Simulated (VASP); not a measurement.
# CdS (P6_3mc) in VASP: relaxation of cell and atoms with PBEsol

Aim: the relaxation of cell and atoms of CdS with PBEsol.

Program: VASP 6.6.1. These are calculated values, not measurements. Logs are shortened: lines on timing, memory, paths and dates and some standing lists are left out, and cuts for length are marked.

## Step 1: Starting point

Symmetry: P6_3mc, No. 186, hexagonal system. The conventional cell has a = 4.129 Å, b = 4.129 Å, c = 6.732 Å, α = 90.00°, β = 90.00°, γ = 120.00°. Cd (site symmetry 3m) has 4 S at 2.53 Å as nearest neighbours. S (site symmetry 3m) has 4 Cd at 2.53 Å as nearest neighbours.

## Step 2: Relaxation of cell and atoms, PBEsol

File INCAR:

```
PREC = Accurate ; ENCUT = 600
EDIFF = 1E-7 ; ISMEAR = 0
SIGMA = 0.03 ; LREAL = F
LASPH = T ; NELM = 80
ALGO = Normal ; ISIF = 3
LWAVE = F ; LCHARG = F
GGA = PS ; IBRION = 2
NSW = 90 ; EDIFFG = -0.005
```

File KPOINTS:

```
regular mesh
0
Gamma
  9 9 4
```

File POSCAR:

```
CdS                                     
1.0
    4.1291875706      0.0000000000      0.0000000000
   -2.0645937853      3.5759813374     -0.0000000000
    0.0000000000      0.0000000000      6.7319037959
  Cd              S             
     2     2
Direct
     0.3333333300000021    0.6666666699999979    0.9995462563657227
     0.6666666699999979    0.3333333300000021    0.4995462563657228
     0.3333333300000021    0.6666666699999979    0.3754537436342772
     0.6666666699999979    0.3333333300000021    0.8754537436342773
```

Potentials or basis: VASP PAW PBE potentials, release 64 (Cd, S).

Run with:

```sh
$ cat potpaw_PBE.64/Cd/POTCAR potpaw_PBE.64/S/POTCAR > POTCAR
$ mpirun -np 1 vasp_std > vasp.out
```

OUTCAR:

```text
PREC = Accurate
   ENCUT = 600
   EDIFF = 1E-7
   ISMEAR = 0
   LREAL = F
   LASPH = T
   NELM = 80
   ISIF = 3
   GGA = PS
   IBRION = 2
   NSW = 90
   EDIFFG = -0.005

 ion  position               nearest neighbor table
   1  0.333  0.667  1.000-   4 2.53   4 2.53   4 2.53   3 2.53
   2  0.667  0.333  0.500-   3 2.53   3 2.53   3 2.53   4 2.53
   3  0.333  0.667  0.375-   2 2.53   2 2.53   2 2.53   1 2.53
   4  0.667  0.333  0.875-   1 2.53   1 2.53   1 2.53   2 2.53

  LATTYP: Found a hexagonal cell.
 ALAT       =     4.1291875706
 C/A-ratio  =     1.6303216264

  Lattice vectors:

 A1 = (   4.1291875706,   0.0000000000,   0.0000000000)
 A2 = (  -2.0645937853,   3.5759813374,   0.0000000000)
 A3 = (   0.0000000000,   0.0000000000,   6.7319037959)

Analysis of symmetry for initial positions (statically):
=====================================================================
 Subroutine PRICEL returns:
 Original cell was already a primitive cell.

 Routine SETGRP: Setting up the symmetry group for a
 hexagonal supercell.

 Subroutine GETGRP returns: Found 12 space group operations
 (whereof  6 operations were pure point group operations)
 out of a pool of 24 trial point group operations.

The static configuration has the point symmetry C_3v.
 The point group associated with its full space group is C_6v.

Analysis of symmetry for dynamics (positions and initial velocities):
=====================================================================
 Subroutine PRICEL returns:
 Original cell was already a primitive cell.

 Routine SETGRP: Setting up the symmetry group for a
 hexagonal supercell.

 Subroutine GETGRP returns: Found 12 space group operations
 (whereof  6 operations were pure point group operations)
 out of a pool of 24 trial point group operations.

The dynamic configuration has the point symmetry C_3v.
 The point group associated with its full space group is C_6v.

 Subroutine INISYM returns: Found 12 space group operations
 (whereof  6 operations are pure point group operations),
 and found     1 'primitive' translations

----------------------------------------------------------------------------------------

                                     Primitive cell

  volume of cell :      99.4026

  direct lattice vectors                    reciprocal lattice vectors
     4.129187571  0.000000000  0.000000000     0.242178391  0.139821759  0.000000000
    -2.064593785  3.575981337  0.000000000     0.000000000  0.279643518  0.000000000
     0.000000000  0.000000000  6.731903796     0.000000000  0.000000000  0.148546389

  length of vectors
     4.129187571  4.129187574  6.731903796     0.279643518  0.279643518  0.148546389

  position of ions in fractional coordinates (direct lattice)
     0.333333330  0.666666670  0.999546256
     0.666666670  0.333333330  0.499546256
     0.333333330  0.666666670  0.375453744
     0.666666670  0.333333330  0.875453744

  ion indices of the primitive-cell ions
   primitive index   ion index
                 1           1
                 2           2
                 3           3
                 4           4

----------------------------------------------------------------------------------------

 KPOINTS: regular mesh

Automatic generation of k-mesh.
 Grid dimensions read from file:
 generate k-points for:    9    9    4

 Generating k-lattice:

  Cartesian coordinates                     Fractional coordinates (reciprocal lattice)
     0.026908710  0.015535751  0.000000000     0.111111111 -0.000000000  0.000000000
     0.000000000  0.031071502  0.000000000     0.000000000  0.111111111  0.000000000
     0.000000000  0.000000000  0.037136597     0.000000000  0.000000000  0.250000000

  Length of vectors
     0.031071502  0.031071502  0.037136597

  Shift w.r.t. Gamma in fractional coordinates (k-lattice)
     0.000000000  0.000000000  0.000000000

 Subroutine IBZKPT returns following result:
 ===========================================

 Found     36 irreducible k-points:

 Following reciprocal coordinates:
            Coordinates               Weight
  0.000000  0.000000  0.000000      1.000000
  0.111111  0.000000  0.000000      6.000000
  0.222222  0.000000  0.000000      6.000000
  0.333333  0.000000  0.000000      6.000000
  0.444444  0.000000  0.000000      6.000000
  0.111111  0.111111  0.000000      6.000000
[... 16 lines left out ...]
  0.333333  0.222222  0.250000     24.000000
  0.333333  0.333333  0.250000      4.000000
 [... further k-points ...]
   k-points           NKPTS =     36   k-points in BZ     NKDIM =     36   number of bands    NBANDS=     22
   number of dos      NEDOS =    301   number of ions     NIONS =      4
   total plane-waves  NPLWV =  69984
   dimension x,y,z NGX =    36 NGY =   36 NGZ =   54
   dimension x,y,z NGXF=    72 NGYF=   72 NGZF=  108
   ions per type =               2   2
   NGX,Y,Z   is equivalent  to a cutoff of  14.49, 14.49, 13.34 a.u.
   NGXF,Y,Z  is equivalent  to a cutoff of  28.99, 28.99, 26.67 a.u.
 SYSTEM =  unknown system
   PREC   = accura    normal or accurate (medium, high low for compatibility)
   ISTART =      0    job   : 0-new  1-cont  2-samecut
   ICHARG =      2    charge: 1-file 2-atom 10-const
   ISPIN  =      1    spin polarized calculation?
   LNONCOLLINEAR =      F non collinear calculations
   LSORBIT =      F    spin-orbit coupling
   LASPH  =      T    aspherical Exc in radial PAW
   ENCUT  =  600.0 eV  44.10 Ry    6.64 a.u.   8.25  8.25 13.45*2*pi/ulx,y,z
   NELM   =     80;   NELMIN=  2; NELMDL= -5     # of ELM steps
   EDIFF  = 0.1E-06   stopping-criterion for ELM
   LREAL  =      F    real-space projection
   EDIFFG = -.5E-02   stopping-criterion for IOM
   NSW    =     90    number of steps for IOM
   IBRION =      2    ionic relax: 0-MD 1-quasi-New 2-CG
   NFREE  =      1    steps in history (QN), initial steepest desc. (CG)
   ISIF   =      3    stress and relaxation
   ISYM   =      2    0-nonsym 1-usesym 2-fastsym
   POTIM  = 0.5000    time-step for ionic-motion
   TEBEG  =    0.0;   TEEND  =   0.0 temperature during run
   PSTRESS=    0.0 pullay stress
   NELECT =      36.0000    total number of electrons
   NUPDOWN=      -1.0000    fix difference up-down
   EMIN   =  10.00;   EMAX   =-10.00  energy-range for DOS
   EFERMI =   0.00;   METHOD = LEGACY
   ISMEAR =     0;   SIGMA  =   0.03  broadening in eV -4-tet -1-fermi 0-gaus
   EFERMI_NEDOS =   21; number of points for ismear=-14 and -15
   IALGO  =     38    algorithm
   IMIX   =      4    mixing-type and parameters
     AMIX     =   0.40;   BMIX     =  1.00
     AMIX_MAG =   1.60;   BMIX_MAG =  1.00
  volume/ion in A,a.u.               =      24.85       167.70
  Fermi-wavevector in a.u.,A,eV,Ry     =   1.166925  2.205169 18.527255  1.361715
  Thomas-Fermi vector in A             =   2.303432
   LORBIT       =      0    0 simple, 1 ext, 2 COOP (PROOUT), +10 PAW based schemes
   GGA     = PS    functional components
   LHFCALC =     F    Hartree Fock is set to
   AEXX    =    0.0000 exact exchange contribution
   IVDW    =     0    specifies the selected vdW correction
   LEPSILON=     F    determine dielectric tensor
   LRPA    =     F    only Hartree local field effects (RPA)
 conjugate gradient relaxation of ions
 non-spin polarized calculation
 Gauss-broadening in eV      SIGMA  =   0.03
  energy-cutoff  :      600.00
  volume of cell :       99.40
 maximum number of plane-waves:      3357
 NGX is ok and might be reduce to    36
   NGX = 17   NGY = 17   NGZ = 27

--------------------------------------- Ionic step        1  -------------------------------------------

 number of electron      36.0000004 magnetization

 Free energy of the ion-electron system (eV)
  ---------------------------------------------------
  ext. energy  EPLUGINS =         0.00000000
  ---------------------------------------------------
  free energy    TOTEN  =       -13.63390331 eV

  energy without entropy =      -13.63390331  energy(sigma->0) =      -13.63390331

------------------------ aborting loop because EDIFF is reached ----------------------------------------

  FORCE on cell =-STRESS in cart. coord.  units (eV):
  Direction    XX          YY          ZZ          XY          YZ          ZX
  --------------------------------------------------------------------------------------
  -------------------------------------------------------------------------------------
  Total        0.0189013      0.0189013     -0.0139401      0.0000000      0.0000000      0.0000000
  in kB        0.3046516      0.3046517     -0.2246882      0.0000000      0.0000000      0.0000000
  external PRESSURE =       0.1282050 kB  Pullay stress =       0.0000000 kB
[... 137 lines left out ...]
  energy  without entropy=      -13.6339283568  energy(sigma->0) =      -13.63392836

--------------------------------------- Ionic step        5  -------------------------------------------

 number of electron      36.0000004 magnetization

 Free energy of the ion-electron system (eV)
  ---------------------------------------------------
  ext. energy  EPLUGINS =         0.00000000
  ---------------------------------------------------
  free energy    TOTEN  =       -13.63394220 eV

  energy without entropy =      -13.63394220  energy(sigma->0) =      -13.63394220

 E-fermi :   1.3702     XC(G=0):  -9.3621

 val. band max:        1.1952936695   @ k =   0.0000   0.0000   0.0000
 cond. band min:       2.2787462624   @ k =   0.0000   0.0000   0.0000
 fundamental gap:      1.0834525930
 Fermi energy:         1.3701655657

 k-point     1 :       0.0000    0.0000    0.0000
  band No.  band energies     occupation
      1     -11.1823      2.00000
      2     -10.7385      2.00000
      3      -6.5083      2.00000
      4      -6.5003      2.00000
      5      -6.5003      2.00000
      6      -6.4151      2.00000
[... 574 lines left out ...]
      6      -6.2122      2.00000
[... 14 lines left out ...]
     21       6.1444      0.00000
     22       7.8587      0.00000

 [... further k-points ...]

------------------------ aborting loop because EDIFF is reached ----------------------------------------

  FORCE on cell =-STRESS in cart. coord.  units (eV):
  Direction    XX          YY          ZZ          XY          YZ          ZX
  --------------------------------------------------------------------------------------
  -------------------------------------------------------------------------------------
  Total        0.0011909      0.0011909      0.0067647      0.0000000      0.0000000      0.0000000
  in kB        0.0191939      0.0191939      0.1090324      0.0000000      0.0000000      0.0000000
  external PRESSURE =       0.0491401 kB  Pullay stress =       0.0000000 kB
[... 19 lines left out ...]
  FREE ENERGIE OF THE ION-ELECTRON SYSTEM (eV)
  ---------------------------------------------------
  free  energy   TOTEN  =       -13.6339421957 eV

  energy  without entropy=      -13.6339421957  energy(sigma->0) =      -13.63394220

 reached required accuracy - stopping structural energy minimisation
```

Wall time 1.9 min (1 thread of Intel Xeon 6975P-C (Granite Rapids), shared host); peak memory 0.3 GiB.

Results:

```
Free energy               : -13.6339 eV
Energy gained by relaxing : 0.0 meV/atom
Ionic steps               : 5
Pressure after relaxing   : 0.0 GPa
Band gap on the k mesh    : 1.08 eV, direct
```

Forces in eV/Å, atoms in the order of the input:
```
Cd   0.000  0.000 -0.003
Cd   0.000  0.000 -0.003
S    0.000  0.000  0.003
S    0.000  0.000  0.003
```

Final structure:
```
CELL_PARAMETERS angstrom
4.13146 0.00000 0.00000
-2.06573 3.57795 0.00000
0.00000 0.00000 6.72462
ATOMIC_POSITIONS crystal
Cd 0.33333 0.66667 0.99932
Cd 0.66667 0.33333 0.49932
S 0.33333 0.66667 0.37568
S 0.66667 0.33333 0.87568
```

Caveat: the PAW data sets were made with another functional, which shifts forces and pressure a little.
